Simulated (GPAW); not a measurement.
# Optical response of RbBr

Aim: the dielectric function of RbBr, and the optical constants that follow from it. The cell comes from an older database entry, whose edges can differ from later determinations, mostly by under a per cent.

Calculated with GPAW 26.7.0; DFT, RPBE, plane-wave PAW (GPAW data sets), scalar-relativistic, RPA, optical limit.

The database entry behind the starting cell differs from later determinations by our own check (about 0.5 % short), so it need not match the best structure at ambient conditions.

## 1. Set-up

It takes space group Fm-3m (No. 225, cubic). Conventional cell: a = 6.854 Å, b = 6.854 Å, c = 6.854 Å, α = 90.00°, β = 90.00°, γ = 90.00°. Nearest to Rb lie 6 Br at 3.43 Å. Br has 6 Rb at 3.43 Å nearest. Farther neighbours and most contacts between anions are not listed.

## 2. Ground state

The self-consistent density comes first; it also tells whether there is a gap, which decides the occupations and the need for a Drude term.

This step: DFT, RPBE, plane-wave PAW (GPAW data sets), scalar-relativistic, ground state (GPAW 26.7.0).

gs.py reads:

```python
from ase import Atoms
from ase.dft.bandgap import bandgap
from gpaw import GPAW, PW, FermiDirac

atoms = Atoms(['Rb', 'Br'],
              cell=[[0.000000000000, 3.427000000000, 3.427000000000],
                    [3.427000000000, 0.000000000000, 3.427000000000],
                    [3.427000000000, 3.427000000000, 0.000000000000]],
              scaled_positions=[[0.000000000000, 0.000000000000, 0.000000000000],
                                [0.500000000000, 0.500000000000, 0.500000000000]],
              pbc=[True, True, True])
atoms.calc = GPAW(mode=PW(500), xc='RPBE', kpts={'size': (6, 6, 6), 'gamma': True},
                  occupations=FermiDirac(0.05), maxiter=150, txt='gs.txt')
print('energy (eV)', atoms.get_potential_energy())
print('Fermi level (eV)', atoms.calc.get_fermi_level())
print('valence electrons', atoms.calc.get_number_of_electrons())
print('gap (eV)', bandgap(atoms.calc, output=None)[0])
print('direct gap (eV)', bandgap(atoms.calc, direct=True, output=None)[0])
atoms.calc.write('gs.gpw')
```

Run with:

```console
> OMP_NUM_THREADS=1 python gs.py
```

Numbers of over 12 decimals in the logs are rounded to 6 here.

What it wrote:

```text
__  _  _
 | _ |_)|_||  |
 |__||  | ||/\| - 26.7.0

Versions:
  Python: 3.12.14
  ASE:    3.29.0
  Numpy:  2.5.5
  Scipy:  1.18.1
  Libxc:  7.0.0

Input parameters:
  mode=PW(ecut=500.0),
  kpts=MonkhorstPack(size=(6, 6, 6), gamma=True),
  maxiter=150,
  occupations=Occupations(name='fermi-dirac', width=0.05, fixmagmom=False),
  xc=XC(name='RPBE')

Diagonalizing LCAO Hamiltonian
Converting LCAO to pw mode

                  Br

       Rb

Atoms  # Å, Bohr magnetons
|   | symbol |        x |        y |        z |    initial magnetic moments |
| 0 |     Rb | 0.000000 | 0.000000 | 0.000000 | ( 0.0000,  0.0000,  0.0000) |
| 1 |     Br | 3.427000 | 3.427000 | 3.427000 | ( 0.0000,  0.0000,  0.0000) |

Unit cell  # Å
| periodic |        x |        y |        z |  lengths |    angles |
|      yes | 0.000000 | 3.427000 | 3.427000 | 4.846510 | 60.000000 |
|      yes | 3.427000 | 0.000000 | 3.427000 | 4.846510 | 60.000000 |
|      yes | 3.427000 | 3.427000 | 0.000000 | 4.846510 | 60.000000 |

Number of symmetries: 48
Symmetry operations  # r_c * U_cc + t_c -> r_c
|    | kind |            matrix            |
|  0 |  σ   |  1, 0, 0,  1, 0,-1,  1,-1, 0 |
|  1 |  C2  |  1, 0, 0,  1,-1, 0,  1, 0,-1 |
|  2 |  E   |  1, 0, 0,  0, 1, 0,  0, 0, 1 |
|  3 |  σ   |  1, 0, 0,  0, 0, 1,  0, 1, 0 |
|  4 |  C4  |  1, 0,-1,  1, 0, 0,  1,-1, 0 |
|  5 |  S6  |  1, 0,-1,  1,-1, 0,  1, 0, 0 |
|  6 |  σ   |  1, 0,-1,  0, 1,-1,  0, 0,-1 |
|  7 |  C3  |  1, 0,-1,  0, 0,-1,  0, 1,-1 |
|  8 |  S6  |  1,-1, 0,  1, 0, 0,  1, 0,-1 |
|  9 |  C4  |  1,-1, 0,  1, 0,-1,  1, 0, 0 |
| 10 |  C3  |  1,-1, 0,  0,-1, 1,  0,-1, 0 |
| 11 |  σ   |  1,-1, 0,  0,-1, 0,  0,-1, 1 |
| 12 |  σ   |  0, 1, 0,  1, 0, 0,  0, 0, 1 |
| 13 |  C4  |  0, 1, 0,  0, 1,-1, -1, 1, 0 |
| 14 |  C3  |  0, 1, 0,  0, 0, 1,  1, 0, 0 |
| 15 |  S6  |  0, 1, 0, -1, 1, 0,  0, 1,-1 |
| 16 |  C2  |  0, 1,-1,  1, 0,-1,  0, 0,-1 |
| 17 |  σ   |  0, 1,-1,  0, 1, 0, -1, 1, 0 |
| 18 |  S4  |  0, 1,-1,  0, 0,-1,  1, 0,-1 |
| 19 |  C4  |  0, 1,-1, -1, 1, 0,  0, 1, 0 |
| 20 |  C3  |  0, 0, 1,  1, 0, 0,  0, 1, 0 |
| 21 |  σ   |  0, 0, 1,  0, 1, 0,  1, 0, 0 |
| 22 |  S6  |  0, 0, 1,  0,-1, 1, -1, 0, 1 |
| 23 |  C4  |  0, 0, 1, -1, 0, 1,  0,-1, 1 |
| 24 |  S4  |  0, 0,-1,  1, 0,-1,  0, 1,-1 |
| 25 |  C3  |  0, 0,-1,  0, 1,-1,  1, 0,-1 |
| 26 |  C2  |  0, 0,-1,  0,-1, 0, -1, 0, 0 |
| 27 |  S6  |  0, 0,-1, -1, 0, 0,  0,-1, 0 |
| 28 |  S4  |  0,-1, 1,  1,-1, 0,  0,-1, 0 |
| 29 |  C4  |  0,-1, 1,  0, 0, 1, -1, 0, 1 |
| 30 |  C2  |  0,-1, 1,  0,-1, 0,  1,-1, 0 |
| 31 |  σ   |  0,-1, 1, -1, 0, 1,  0, 0, 1 |
| 32 |  C3  |  0,-1, 0,  1,-1, 0,  0,-1, 1 |
| 33 |  S6  |  0,-1, 0,  0, 0,-1, -1, 0, 0 |
| 34 |  S4  |  0,-1, 0,  0,-1, 1,  1,-1, 0 |
| 35 |  C2  |  0,-1, 0, -1, 0, 0,  0, 0,-1 |
| 36 |  C2  | -1, 1, 0,  0, 1, 0,  0, 1,-1 |
| 37 |  S6  | -1, 1, 0,  0, 1,-1,  0, 1, 0 |
| 38 |  S4  | -1, 1, 0, -1, 0, 1, -1, 0, 0 |
| 39 |  C3  | -1, 1, 0, -1, 0, 0, -1, 0, 1 |
| 40 |  S6  | -1, 0, 1,  0, 0, 1,  0,-1, 1 |
| 41 |  C2  | -1, 0, 1,  0,-1, 1,  0, 0, 1 |
| 42 |  C3  | -1, 0, 1, -1, 1, 0, -1, 0, 0 |
| 43 |  S4  | -1, 0, 1, -1, 0, 0, -1, 1, 0 |
| 44 |  C2  | -1, 0, 0,  0, 0,-1,  0,-1, 0 |
| 45 |  i   | -1, 0, 0,  0,-1, 0,  0, 0,-1 |
| 46 |  σ   | -1, 0, 0, -1, 1, 0, -1, 0, 1 |
| 47 |  C2  | -1, 0, 0, -1, 0, 1, -1, 1, 0 |

BZ-sampling:
  Number of BZ points: 216
  Number of IBZ points: 16

  Monkhorst-Pack size: [6, 6, 6]
  Monkhorst-Pack shift: [0.083333, 0.083333, 0.083333]

K-points  # in reciprocal-cell coordinates
|     |                                coordinates |     weight |
|   0 | (  0.00000000,   0.00000000,   0.00000000) | 0.00462963 |
|   1 | (  0.16666667,   0.16666667,   0.00000000) | 0.02777778 |
|   2 | (  0.16666667,   0.16666667,   0.16666667) | 0.03703704 |
|   3 | (  0.33333333,   0.16666667,   0.16666667) | 0.05555556 |
|   4 | (  0.33333333,   0.33333333,  -0.33333333) | 0.05555556 |
|   5 | (  0.33333333,   0.33333333,   0.00000000) | 0.02777778 |
|   6 | (  0.33333333,   0.33333333,   0.16666667) | 0.11111111 |
|   7 | (  0.33333333,   0.33333333,   0.33333333) | 0.03703704 |
|   8 | (  0.50000000,   0.33333333,  -0.33333333) | 0.11111111 |
|   9 | (  0.50000000,   0.33333333,  -0.16666667) | 0.05555556 |
| ... |                                            |            |
|  15 | (  0.50000000,   0.50000000,   0.50000000) | 0.01851852 |

Plane wave coefficients: 2085
Cutoff: 500.0 eV

Spin-components: 1 (collinear spins)
Bands:           9
Projectors:      10
Spin-degeneracy: 2
Datatype:        complex128

Parallelization:
  kpt:    1
  domain: 1
  band:   1

Density:
  Valence electrons: 16.0
  Components: 1
  Grid points: [25 25 25]
  Charge: 0.0  # |e|

Potential:
  Grid points: [25 25 25]

species:
  Rb:
    name:    Rubidium
    id:
    Z:       37.0
    valence: 9
    core:    28
    charge:  0.0  # [|e|]
    compensation charges:
      type: gauss
      rc: 0.38  # [Å]
      lmax: 2
    cutoffs:
      filter: 2.43  # [Å]
      core: 1.99  # [Å]
    projectors
    | kind |    occ | energy [eV] | rcut [Å] |
    |   4s |  2.000 |     -31.890 |    1.376 |
    |   5s |  1.000 |      -2.175 |    1.376 |
    |   4p |  6.000 |     -15.988 |    1.270 |
    |    p |        |      11.223 |    1.270 |
    |    d |        |       0.000 |    1.217 |

    Using partial waves for Rb as LCAO basis

  Br:
    name:    Bromine
    id:
    Z:       35.0
    valence: 7
    core:    28
    charge:  0.0  # [|e|]
    compensation charges:
      type: gauss
      rc: 0.35  # [Å]
      lmax: 2
    cutoffs:
      filter: 1.98  # [Å]
      core: 2.38  # [Å]
    projectors
    | kind |    occ | energy [eV] | rcut [Å] |
    |   4s |  2.000 |     -20.068 |    1.111 |
    |   4p |  5.000 |      -7.830 |    1.111 |
    |    s |        |       7.144 |    1.111 |
    |    p |        |      19.381 |    1.111 |
    |    d |        |       0.000 |    1.111 |

    Using partial waves for Br as LCAO basis

Reference energy: -152019.012781  # eV

eigensolver:
  PPCG
  Converge bands: occupied
  niter=2

density mixing:
  MSR1-Mixer
  Pratt-step length: 0.05
  Maximum mixing coefficient: 0.75
  Old densities: 10
  SVD Regularization: 0.005
  Good broyden scale: 1.0
  Trust region scale: 1.0
  Backstep threshold: 4.0
  History deletion threshold: 6.0
  Fourier metric: weight=20.0, sigma=0.015

occupation numbers:
  Fermi-Dirac:
    width: 0.0500  # eV

poisson solver:
  ecut: 4000.0  # eV

xc functional:
  name: RPBE with 2 nearest neighbor stencil

convergence criteria:
- Maximum [total energy] change in last 3 cyles: 0.0005 eV / valence electron
- Maximum integral of absolute [dens]ity change: 0.0001 electrons / valence electron
- Maximum integral of absolute [eigenst]ate change: 4e-08 eV^2 / valence electron
maximum number of iterations: 150

SCF iterations
|iter     |      energy | eigst |  dens |
|iter:   1||   -5.804442 | -1.06 |       |
|iter:   2||   -5.772933 | -2.98 | -1.26 |
|iter:   3||   -5.664601 | -1.78 | -1.30 |
|iter:   4||   -5.677140 | -3.26 | -1.71 |
|iter:   5||   -5.682349 | -3.80 | -2.08 |
|iter:   6||   -5.682610c| -5.00 | -2.93 |
|iter:   7||   -5.682657c| -5.54 | -3.36 |
|iter:   8||   -5.682658c| -7.06 | -4.35c|
|iter:   9||   -5.682658c| -7.71c| -4.82c|

Converged in 9 steps
SCF loop duration: 3.703 s (0.411 s/step)
Energy contributions relative to reference atoms: (reference = -152019.012781)

Energy contributions:
  Kinetic:          12.482239
  Coulomb:         -11.397665
  Zero:             -0.064061
  External:          0.000000
  Xc:               -6.703171
  Entropy:          -0.000000
  Spinorbit:         0.000000
  ----------------------------
  Free energy:      -5.682658
  Extrapolated:     -5.682658

dipole moment: (-26.332998, -26.332998, -26.332998)  # |e|*Ang

Fermi level: 1.848
Eigenvalues  # (at kpt = [0.000, 0.000, 0.000])
| band index |      eig [eV] | occ [0-2] |
|          0 |       -24.404 |     2.000 |
|          1 |       -12.067 |     2.000 |
|          2 |        -8.499 |     2.000 |
|          3 |        -8.499 |     2.000 |
|          4 |        -8.499 |     2.000 |
|          5 |         0.055 |     2.000 |
|          6 |         0.055 |     2.000 |
|          7 |         0.055 |     2.000 |
|          8 |         4.760 |     0.000 |

Gap: 4.705 eV
Transition (v -> c):
  (s=0, k=0, n=7, [0.00, 0.00, 0.00]) -> (s=0, k=0, n=8, [0.00, 0.00, 0.00])
No difference between direct/indirect transitions

--- standard output ---
energy (eV) -5.682658
Fermi level (eV) 1.848421
valence electrons 16.0
gap (eV) 4.705216
direct gap (eV) 4.705216
```

It took 4.9 s on 1 thread of Arm Neoverse V2, shared host; peak memory 0.15 GiB.

Read-outs, printed or worked out from the files:

```
energy                 : -5.683 eV
Fermi energy           : 1.848 eV
gap on the k-mesh      : 4.705 eV
direct gap on the mesh : 4.705 eV
electrons              : 16
```

There is a gap, 4.71 eV on this mesh (points off the mesh can give less), so no carriers' term is needed.

## 3. Bands for the response

At the fixed density, many empty bands are solved on the mesh of the response, since the spectrum sums over them.

This step: DFT, RPBE, plane-wave PAW (GPAW data sets), scalar-relativistic, bands at fixed density (GPAW 26.7.0).

nscf.py reads:

```python
from ase.dft.bandgap import bandgap
from gpaw import GPAW, FermiDirac

calc = GPAW('gs.gpw').fixed_density(kpts={'size': (12, 12, 12), 'gamma': True}, nbands=53, convergence={'bands': 47},
                                    occupations=FermiDirac(0.001), txt='nscf.txt')
print('gap (eV)', bandgap(calc, output=None)[0])
print('direct gap (eV)', bandgap(calc, direct=True, output=None)[0])
print('top band over the Fermi level (eV)', min(calc.get_eigenvalues(kpt=k)[46] for k in range(len(calc.get_ibz_k_points()))) - calc.get_fermi_level())
calc.write('full.gpw', mode='all')
```

Run with:

```console
> OMP_NUM_THREADS=1 python nscf.py
```

What it wrote:

```text
Diagonalizing LCAO Hamiltonian
Converting LCAO to pw mode
convergence criteria:
- Maximum integral of absolute [eigenst]ate change: 4e-08 eV^2 / valence electron
maximum number of iterations: 150

SCF iterations
|iter     |      energy | eigst |  dens |
|iter:   1||             | +3.87 |       |
|iter:   2||             | +2.54 |       |
|iter:   3||             | +1.47 |       |
|iter:   4||             | +0.12 |       |
|iter:   5||             | -1.09 |       |
|iter:   6||             | -2.14 |       |
|iter:   7||             | -3.02 |       |
|iter:   8||             | -4.02 |       |
|iter:   9||             | -4.90 |       |
|iter:  10||             | -5.92 |       |
|iter:  11||             | -6.70 |       |
|iter:  12||             | -7.27 |       |
|iter:  13||             | -7.78c|       |
SCF steps: 13
  __  _  _
 | _ |_)|_||  |
 |__||  | ||/\| - 26.7.0

Versions:
  Python: 3.12.14
  ASE:    3.29.0
  Numpy:  2.5.5
  Scipy:  1.18.1
  Libxc:  7.0.0

Input parameters:
  mode=PW(ecut=500.0),
  convergence={'bands': 47},
  gpts=array([25, 25, 25]),
  kpts=MonkhorstPack(size=(12, 12, 12), gamma=True),
  maxiter=150,
  nbands=53,
  occupations=Occupations(name='fermi-dirac', width=0.001, fixmagmom=False),
  parallel={},
  xc=XC(name='RPBE')

--- standard output ---
gap (eV) 4.705216
direct gap (eV) 4.705216
top band over the Fermi level (eV) 30.583498
```

Elapsed: 2 min, on 1 thread; peak memory 0.3 GiB.

## 4. Dielectric function, RPA

Transitions between filled and empty bands, summed over the zone, give the optical response, so mesh, band count and broadening shape it.

The induced potential is part of this response.

This step: DFT, RPBE, plane-wave PAW (GPAW data sets), scalar-relativistic, RPA, optical limit (GPAW 26.7.0).

df.py reads:

```python
from gpaw.response.df import DielectricFunction

df = DielectricFunction('full.gpw', frequencies={'type': 'nonlinear', 'domega0': 0.03, 'omega2': 8},
                        ecut=50,
                        eta=0.1,
                        nbands=47,
                        txt='df.txt')
for direction in ['x']:
    df.get_dielectric_function(xc='RPA', direction=direction, filename=f'df_{direction}.csv')
```

Run with:

```console
> OMP_NUM_THREADS=1 python df.py
```

What it wrote:

```text
Using integrator: PointIntegrator
NonLinearFrequencyDescriptor(from 0.000 to 60.499 eV, 489 points)
Nonperiodic BCs:  [False False False]
Using integrator: PointIntegrator
NonLinearFrequencyDescriptor(from 0.000 to 60.499 eV, 489 points)
Nonperiodic BCs:  [False False False]

Calculating chi0 body with:
    Ground state adapter containing:
    Number of spins: 1
    Number of kpoints: 1728
    Number of irreducible kpoints: 72
    Number of completely occupied states: 8
    Number of partially occupied states: 8

    Linear response parametrization:
    q_c: [0.0, 0.0, 0.0]
    Number of frequency points: 489
    Planewave cutoff: 50.0
    Number of bands: 47
    Number of planewaves: 59
    Broadening (eta): 0.1

Integrating chi0 body.

Symmetries of q_c:
    Direct symmetries (Uq -> q): 48
    Indirect symmetries (TUq -> q): 0
In total 48 allowed symmetries.

72 groups of equivalent kpoints. 95.833333% reduction.

Integral kind: spectral function

Calculating chi0 optical extensions with:
    Ground state adapter containing:
    Number of spins: 1
    Number of kpoints: 1728
    Number of irreducible kpoints: 72
    Number of completely occupied states: 8
    Number of partially occupied states: 8

    Linear response parametrization:
    Number of frequency points: 489
    Planewave cutoff: 50.0
    Number of bands: 47
    Number of planewaves: 59
    Broadening (eta): 0.1
Integrating chi0 head and wings.

Symmetries of q_c:
    Direct symmetries (Uq -> q): 48
    Indirect symmetries (TUq -> q): 0
In total 48 allowed symmetries.

72 groups of equivalent kpoints. 95.833333% reduction.

Integral kind: spectral function wings
```

Run time: 14 s. Hardware: 1 thread; peak memory 0.29 GiB.

Read-outs, printed or worked out from the files:

* electronic dielectric constant ε∞, mean over x, y and z (by symmetry where fewer were run): 2.274
* main peak of Im epsilon, first axis: 7.577 eV
* centre of weight of the strongest loss peak in the window: 11.71 eV

Values under the direct gap are tails of Lorentzian lines. The Im ε, E ∥ x by photon energy; read off at these points:

```csv
photon energy (eV),"Im ε, E ∥ x"
0.00,0
0.50,0.00151
1.00,0.00310
1.50,0.00489
2.00,0.00700
2.50,0.00967
3.00,0.0133
3.50,0.0189
4.00,0.0292
4.50,0.0633
5.00,0.337
5.50,0.489
6.00,0.776
6.50,1.31
7.00,1.85
7.50,2.77
8.00,1.82
8.50,1.10
9.00,1.60
9.50,2.49
10.00,2.56
10.10,2.59
10.50,2.12
11.00,1.32
11.50,0.908
12.00,0.780
12.50,0.655
13.00,0.632
13.50,0.395
14.00,0.332
14.50,0.592
```

The Re ε, E ∥ x by photon energy:

photon energy (eV), Re ε, E ∥ x and a bar:
```
      0.0       2.27 #####################
      0.5       2.28 #####################
      1.0       2.29 #####################
      1.5       2.31 #####################
      2.0       2.34 #####################
      2.5       2.38 ######################
      3.0       2.44 ######################
      3.5       2.52 #######################
      4.0       2.63 ########################
      4.5       2.84 ##########################
      5.0       2.98 ############################
      5.5       3.03 #############################
      6.0       3.13 #############################
      6.5       3.18 ##############################
      7.0       3.07 #############################
      7.5       2.61 ########################
      8.0       1.58 ##############
      8.5       1.83 ################
      9.0       2.51 #######################
      9.5       2.06 ###################
     10.0       1.24 ##########
     10.5       0.44 ##
     11.0       0.24 
     11.5       0.58 ###
     12.0       0.71 #####
     12.5       0.96 #######
     13.0       0.81 ######
     13.5       0.97 #######
     14.0       1.36 ###########
     14.5       1.63 ##############
```

Refractive index n and extinction k against photon energy:

```csv
photon energy (eV),n,k
0.0,1.51,0
0.5,1.51,5.0e-4
1.0,1.51,0.00103
1.5,1.52,0.00161
2.0,1.53,0.00229
2.5,1.54,0.00314
3.0,1.56,0.00427
3.5,1.59,0.00596
4.0,1.62,0.00900
4.5,1.68,0.0188
5.0,1.73,0.0974
5.5,1.75,0.140
6.0,1.78,0.218
6.5,1.82,0.360
7.0,1.82,0.507
7.5,1.79,0.773
8.0,1.41,0.643
8.5,1.41,0.392
9.0,1.65,0.482
9.5,1.63,0.766
10.0,1.43,0.895
10.5,1.14,0.928
11.0,0.888,0.741
11.5,0.909,0.500
12.0,0.940,0.415
12.5,1.03,0.318
13.0,0.958,0.330
13.5,1.00,0.197
14.0,1.18,0.141
14.5,1.30,0.228
```

Reflectivity at normal incidence, E ∥ x against photon energy; read off at these points:

photon energy (eV), reflectivity at normal incidence, E ∥ x (%) and a bar:
```
     0.00        4.1 ######
     0.50        4.1 ######
     1.00        4.2 ######
     1.50        4.3 ######
     2.00        4.4 #######
     2.50        4.6 #######
     3.00        4.8 ########
     3.50        5.1 ########
     4.00        5.6 #########
     4.50        6.5 ###########
     5.00        7.3 ############
     5.50        7.6 #############
     6.00        8.5 ###############
     6.50        9.9 ##################
     7.00       11.4 ####################
     7.50       14.6 ###########################
     7.61       15.5 #############################
     8.00        9.4 #################
     8.50        5.4 #########
     9.00        9.1 ################
     9.50       13.1 ########################
    10.00       14.7 ###########################
    10.50       16.2 ##############################
    11.00       13.7 #########################
    11.50        6.6 ###########
    12.00        4.5 #######
    12.50        2.4 ###
    12.75        3.7 #####
    13.00        2.8 ####
    13.50        1.0 
    14.00        1.1 
    14.50        2.6 ###
```

Values under the direct gap are tails of Lorentzian lines. The Im ε, E ∥ x by photon energy; read off at these points:

```csv
photon energy (eV),without local fields,with local fields
0.00,0,0
0.50,0.00219,0.00151
1.00,0.00450,0.00310
1.50,0.00708,0.00489
2.00,0.0101,0.00700
2.50,0.0140,0.00967
3.00,0.0192,0.0133
3.50,0.0270,0.0189
4.00,0.0409,0.0292
4.50,0.0833,0.0633
5.00,0.401,0.337
5.50,0.606,0.489
6.00,1.07,0.776
6.50,2.17,1.31
7.00,3.13,1.85
7.50,4.04,2.77
8.00,2.48,1.82
8.50,1.94,1.10
9.00,3.67,1.60
9.35,4.40,2.21
9.50,4.00,2.49
10.00,2.93,2.56
10.10,2.63,2.59
10.50,1.66,2.12
11.00,0.983,1.32
11.50,0.873,0.908
12.00,0.978,0.780
12.50,1.01,0.655
13.00,0.784,0.632
13.50,0.589,0.395
14.00,1.11,0.332
14.50,2.07,0.592
14.68,2.14,0.740
```

From ε follow the optical constants at some laser and lamp lines:

```csv
wavelength (nm),n,k,R (%),1/α
1550,1.51,0.001,4.1,152 µm
1064,1.51,0.001,4.2,70 µm
800,1.52,0.002,4.3,38 µm
633,1.53,0.002,4.4,23 µm
405,1.56,0.004,4.8,7.3 µm
308,1.62,0.009,5.7,2.7 µm
248,1.73,0.098,7.3,202 nm
```

Below the direct gap, k and the depth come from the tails of the Lorentzian lines, not from transitions.

Rows near the edge hang on the gap, which this functional as a rule makes too small, and phonon-assisted absorption is left out.

## 5. What came out

- electronic dielectric constant ε∞, mean over x, y and z (by symmetry where fewer were run) (RPA): 2.27
- main peak of Im epsilon, first axis: 7.58 eV
- centre of weight of the strongest loss peak in the window, first axis: 11.7 eV

In words: At this level (RPBE, RPA) RbBr has ε∞ = 2.27 and n = 1.51 at 1550 nm, and Im ε peaks at 7.6 eV. On the mesh the gap is 4.71 eV and the least direct gap 4.71 eV. Local fields change the static value along x from 2.72 to 2.27 (-17 %). Distinct maxima of Im ε, read by a parabola through the highest points, lie at 7.58 eV (2.9), 10.08 eV (2.6) and 12.71 eV (0.81). Excitons and phonon-assisted transitions are missing; RPBE gaps are as a rule too small, which pulls the onset down and ε∞ up. The sum runs over mesh points, so small or evenly spaced maxima can still be ripples of the mesh.

[Machine, clock and banner lines and Python warnings are left out of the logs.]

[Logs are printed without paths, hosts, clocks, repeated set-up lines and the standing remarks that a program may print on its own settings, such as how far it seeks lower states.]

[Hosts, paths, dates, database ids (printed as entryN), source tags and the programs' standing remarks are cut or masked in the printed files.]
